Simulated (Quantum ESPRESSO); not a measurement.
PbO (Litharge):

```xyz
4
Lattice="3.9900 0.0000 0.0000 0.0000 3.9900 0.0000 0.0000 0.0000 5.0100" Properties=species:S:1:pos:R:3 pbc="T T T"
Pb    1.9950    0.0000    3.8076
Pb    0.0000    1.9950    1.2024
O     1.9950    1.9950    0.0000
O     0.0000    0.0000    0.0000
```

| Quantity | Value |
| --- | --- |
| Program | Quantum ESPRESSO 7.5 |
| Task | single point |
| Functional | PBE |
| Potentials or basis | SSSP 1.3 efficiency PBE |
| Cutoff | 748 eV |
| Density cutoff | 5987 eV |
| k mesh | 7 × 7 × 6 |
| Occupations | fermi-dirac, width 0.05 eV |
| Spin | no spin polarisation |

On this cell: pressure 3.3 GPa; largest force 0.086 eV/Å; band gap on the k mesh 1.41 eV, indirect (least direct gap 2.36 eV).

The same run follows on a disturbed copy (atoms moved at random, drawn with an rms of 0.05 Å):

```xyz
4
Lattice="3.9900 0.0000 0.0000 0.0000 3.9900 0.0000 0.0000 0.0000 5.0100" Properties=species:S:1:pos:R:3 pbc="T T T"
Pb    2.0050    0.0011    3.8280
Pb   -0.0420    2.0262    1.2396
O     1.9741    2.0212   -0.0111
O    -0.0250    0.0496    0.0413
```

Question: What does the disturbed cell give?

Answer: The energy moves by +3.4 meV/atom; pressure 3.0 GPa; largest force 0.290 eV/Å; band gap on the k mesh 1.36 eV, indirect (least direct gap 2.29 eV).

Forces in eV/Å, atoms in the order of the input:
```
Pb  -0.174  0.154 -0.079
Pb   0.121  0.023 -0.149
O   -0.054 -0.016  0.284
O    0.108 -0.161 -0.056
```

Stress tensor (GPa, compression positive):
```
 2.72 -0.01  0.59
-0.01  4.27 -0.20
 0.59 -0.20  1.95
```

Caveats: spin-orbit coupling is left out, which as a rule narrows the gap of such compounds by several tenths of an eV; an odd mesh through Γ misses points on the zone boundary, where band edges often lie.
